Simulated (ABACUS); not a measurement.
The system is SnSe.

```
Sn Se
1.0
     0.00000    3.01000    3.01000
     3.01000    0.00000    3.01000
     3.01000    3.01000    0.00000
Sn Se
1 1
Direct
  0.00000 0.00000 0.00000
  0.50000 0.50000 0.50000
```

Measurements of this composition are mostly on another form, of space group No. 62.

* Program: ABACUS 3.10.1
* Task: single point
* Functional: PBE
* Potentials or basis: PseudoDojo NC SR 0.4.1 PBE standard
* Cutoff: 1361 eV
* Density cutoff: 5442 eV
* Basis: DZP LCAO (the cutoffs set its grid)
* k mesh: 8 × 8 × 8
* Occupations: fermi-dirac, width 0.05 eV
* Spin: no spin polarisation

On this cell: pressure 1.8 GPa; largest force zero by symmetry; band gap on the k mesh 0.37 eV, direct.

The same run follows on a disturbed copy (atoms moved at random, drawn with an rms of 0.05 Å):

```
CELL_PARAMETERS angstrom
0.00000 3.01000 3.01000
3.01000 0.00000 3.01000
3.01000 3.01000 0.00000
ATOMIC_POSITIONS crystal
Sn 0.98160 0.00231 0.00640
Se 0.49638 0.50511 0.50362
```

Question: What changes?

Answer: The energy moves by +0.5 meV/atom; pressure 1.9 GPa; largest force 0.032 eV/Å; band gap on the k mesh 0.37 eV, direct.

Forces in eV/Å, atoms in the order of the input:
```
Sn   0.000  0.018  0.027
Se   0.000 -0.018 -0.027
```

Caveats: the atomic orbitals were generated for these runs and aren't a published set; spin-orbit coupling is left out, which moves the levels of the heavy elements; the basis of atomic orbitals isn't converged, which shifts pressures, moduli and gaps.

A k mesh can miss the band edges.
